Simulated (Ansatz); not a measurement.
Input and command of a calculation in Ansatz (plane waves; scalar-relativistic PAW potentials unless the input names others):

```yaml
crystal:
  lattice:
    - [0.0, -2.7534005734, -2.7534005734]
    - [-2.7534005734, 0.0, -2.7534005734]
    - [2.7534005734, 2.7534005734, -5.5068011467]
  atoms:
    - { symbol: Al, position: [0.0, 0.0, 0.0] }
    - { symbol: Al, position: [0.5, 0.5, 0.5] }
    - { symbol: P, position: [0.375, 0.375, 0.875] }
    - { symbol: P, position: [0.875, 0.875, 0.375] }
basis:
  ecutwfc: 420
  ecutrho_ratio: 2
kpoints:
  mp_grid: { grid: [6, 6, 6] }
hamiltonian:
  xc: pbe
scf:
  occupations: { method: gaussian, width: 0.05 }
  max_iter: 60
output:
  forces: true
  eigenvalues: true
  stress: true
```

```bash
ansatz run input.yaml --threads 1 --pin off --max-ram 2560MiB --backend cpu --events-out ev --progress --plain --runs-dir out
```

Abridged log:
```
Warning: basis.ecutrho_ratio = 2 (ecutrho = 840 eV) is below the records' recommended 1680 eV
Basis set: ecut = 420 eV, 1665 PW (Γ), exchange–correlation on 48×48×80 points (8 copies of the dense FFT grid, shifted against one another)
Bands: 12, of which v1, the nominal top of the filled ones, is band 8 counted from 1 (7 counted from 0)
Symmetry: 12 space group operations
k-points: 32 of 216 (time reversal used)
SCF iter   1: F=—  HF=-2588.881548 eV  |F-HF|=—  |Δ(HF+E_count)|=         —  Δρ=1.30e-3  dr2=2.47e-3  ethr=1.77e-3  ⟨swp⟩=7.1  Hψ=3075  notcnv=0
SCF iter   2: F=—  HF=-2588.880879 eV  |F-HF|=—  |Δ(HF+E_count)|=   6.70e-4  Δρ=4.07e-4  dr2=1.06e-4  ethr=1.55e-5  ⟨swp⟩=2.8  Hψ=963  notcnv=0
SCF iter   3: F=—  HF=-2588.880959 eV  |F-HF|=—  |Δ(HF+E_count)|=   7.97e-5  Δρ=1.79e-4  dr2=2.10e-5  ethr=6.62e-7  ⟨swp⟩=2.4  Hψ=629  notcnv=0
SCF iter   4: F=—  HF=-2588.881273 eV  |F-HF|=—  |Δ(HF+E_count)|=   3.15e-4  Δρ=1.56e-5  dr2=1.19e-7  ethr=1.31e-7  ⟨swp⟩=2.5  Hψ=660  notcnv=0
SCF iter   5: F=-2588.881274 eV  HF=-2588.881274 eV  |F-HF|=2.14e-11  |Δ(HF+E_count)|=   1.87e-7  Δρ=2.10e-6  dr2=4.44e-9  ethr=7.46e-10  ⟨swp⟩=2.1  Hψ=658  notcnv=0
SCF iter   6: F=-2588.881274 eV  HF=-2588.881274 eV  |F-HF|=1.18e-10  |Δ(HF+E_count)|=  9.39e-10  Δρ=5.42e-7  dr2=2.10e-10  ethr=2.77e-11  ⟨swp⟩=3.5  Hψ=2100  notcnv=0
SCF 1 converged in 6 iterations: F = -2588.881274 eV  dr2 = 2.10e-10
SCF converged after 6 iterations
Free energy (F): -2588.881274 eV
Harris-Foulkes:  -2588.881274 eV  (|F-HF|=1.18e-10)
Internal energy: -2588.881274 eV  (E = F + TS)
E sigma→0 (E₀):  -2588.881274 eV
Fermi energy:    5.617982 eV
--- Forces (eV/Å), atoms counted from 1 ---
  atom   1  Al    -0.00078714    -0.00078714     0.00078714
  atom   2  Al    -0.00078714    -0.00078714     0.00078714
  atom   3  P      0.00077558     0.00077558    -0.00077558
  atom   4  P      0.00077558     0.00077558    -0.00077558
--- Stress (GPa, compression-positive) ---
        0.065361      -0.029835       0.029835
       -0.029835       0.065361       0.029835
        0.029835       0.029835       0.065361
  P = ⅓ Tr σ = 0.0654 GPa (0.654 kbar)
settings of this run that can trade accuracy for cost: basis.ecutrho_ratio < 4. Do not mix this run's numbers with those of runs without the same settings; the input reference describes each key
```

One setting here is unusual or wrong in general: a density cutoff too low for products of the waves, which reach up to 4 times the waves' cutoff (basis.ecutrho_ratio: not typed → 2). For this cell it did little harm to the result: the run converged in 6 SCF iterations (reference: 6) with an energy at zero smearing 0.29 meV/atom below the reference's, pressure 0.07 GPa, largest force 0.001 eV/Å, gap on the mesh 1.63 eV. A reference run from the same start on usual settings converged with pressure 0.06 GPa, largest force 0.001 eV/Å, gap on the mesh 1.63 eV.

Time: 3.3 s on 1 thread of Arm Neoverse V2 (shared host), peak memory 0.31 GiB.